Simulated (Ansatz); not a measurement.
**How BeSe answers to pressure**

```
Be Se
1.0
     0.00000    2.53500    2.53500
     2.53500    0.00000    2.53500
     2.53500    2.53500    0.00000
Be Se
1 1
Direct
  0.00000 0.00000 0.00000
  0.75000 0.75000 0.75000
```

The cell comes from COD entry 9008837, which wasn't checked; take it as a given geometry. It differs from other determinations.

Computed with Ansatz 0.2.0, DFT, PBE, all-electron LAPW, scalar-relativistic.

Sampling and basis: a Γ-centred 10×10×10 k mesh, Fermi–Dirac smearing of 0.02 eV, basis error target 1 meV/atom, no spin polarisation.

The cell is scaled evenly with fractional coordinates held. Semilocal gaps are too small, but their slopes carry over better.

```csv
V/V(cell),P (GPa),gap on the k mesh (eV)
0.9750,7.87,2.474
1.0000,5.35,2.535
1.0250,3.10,2.592
1.0500,1.10,2.644
```

Question: From the rows at 0.9750 and 1.0250, what is the bulk modulus at the cell's volume?

Answer: B = −ΔP/Δln V = −[(3.10) − (7.87)]/0.05001 = 95.4 GPa. This is the modulus at 5.35 GPa, not at zero pressure.

Question: What are the gap's volume deformation potential and pressure coefficient?

Answer: dEg/dln V = (2.592 − 2.474)/0.05001 = 2.36 eV, and dEg/dP = −(dEg/dln V)/B = -25 meV/GPa: pressure narrows the gap.

Question: Predict the row at V/V(cell) = 0.9500. How far is a linear estimate of P off?

Answer: P = 10.71 GPa, gap 2.409 eV. The linear estimate P(cell) − B ln(V/V(cell)) = 10.24 GPa misses by 0.47 GPa, since the modulus grows under compression.
